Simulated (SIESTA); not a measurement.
# WC (Qusongite): band structure with PBEsol

WC (Qusongite):

```
W C
1.0
     2.90650    0.00000    0.00000
    -1.45325    2.51710    0.00000
     0.00000    0.00000    2.77987
W C
1 1
Direct
  0.00000 0.00000 0.00000
  0.66667 0.33333 0.50000
```

The cell isn't the ideal one: cell strained along z.

* Program: SIESTA 5.4.2
* Task: band structure
* Functional: PBEsol
* Potentials or basis: PseudoDojo 0.4 standard (PBEsol files)
* Basis: DZP (energy shift 0.003 Ry; two zetas on semicore shells)
* Grid cutoff: 800 Ry
* Energy shift: 0.003 Ry
* k mesh: 10 × 10 × 9
* Occupations: fermi-dirac, width 0.05 eV
* Spin: no spin polarisation

```
Pressure               : 12.5 GPa
Band gap on the k mesh : none (metal or under the smearing width)
```

Stress tensor (GPa, compression positive):
```
 6.50  0.00  0.00
 0.00  6.50  0.00
 0.00  0.00 24.57
```

Levels at the corners of the path, in eV from the Fermi level:
| point | band 5 | band 6 | band 7 | band 8 | band 9 | band 10 | band 11 | band 12 | band 13 | band 14 |
| --- | --- | --- | --- | --- | --- | --- | --- | --- | --- | --- |
| Γ | -14.57 | -4.47 | -3.56 | -3.56 | 0.61 | 3.37 | 3.37 | 6.12 | 6.12 | 8.03 |
| M | -11.21 | -7.16 | -3.70 | -3.47 | -0.38 | 2.50 | 4.62 | 4.89 | 7.59 | 12.05 |
| K | -10.42 | -6.78 | -4.64 | -3.31 | 0.80 | 1.19 | 2.07 | 3.74 | 9.53 | 15.83 |
| Γ | -14.57 | -4.47 | -3.56 | -3.56 | 0.61 | 3.37 | 3.37 | 6.12 | 6.12 | 8.03 |
| A | -10.23 | -8.79 | -2.18 | -2.18 | -0.60 | -0.60 | 4.37 | 5.07 | 5.07 | 13.16 |
| L | -11.38 | -6.62 | -4.58 | -4.08 | 0.44 | 4.45 | 5.59 | 7.36 | 9.55 | 10.85 |
| H | -10.99 | -7.47 | -5.55 | -1.51 | -0.56 | 4.68 | 6.91 | 7.86 | 10.12 | 10.54 |
| A | -10.23 | -8.79 | -2.18 | -2.18 | -0.60 | -0.60 | 4.37 | 5.07 | 5.07 | 13.16 |
| L | -11.38 | -6.62 | -4.58 | -4.08 | 0.44 | 4.45 | 5.59 | 7.36 | 9.55 | 10.85 |
| M | -11.21 | -7.16 | -3.70 | -3.47 | -0.38 | 2.50 | 4.62 | 4.89 | 7.59 | 12.05 |
| K | -10.42 | -6.78 | -4.64 | -3.31 | 0.80 | 1.19 | 2.07 | 3.74 | 9.53 | 15.83 |
| H | -10.99 | -7.47 | -5.55 | -1.51 | -0.56 | 4.68 | 6.91 | 7.86 | 10.12 | 10.54 |

It took 50 s on 1 thread of Intel(R) Xeon(R) 6975P-C (Granite Rapids) (shared host), peak memory 0.31 GiB.

Caveat: short orbitals over semicore shells can move pressures by several GPa; spin-orbit coupling is left out, which moves the levels of the heavy elements; the basis of atomic orbitals isn't converged, which shifts pressures, moduli and gaps.
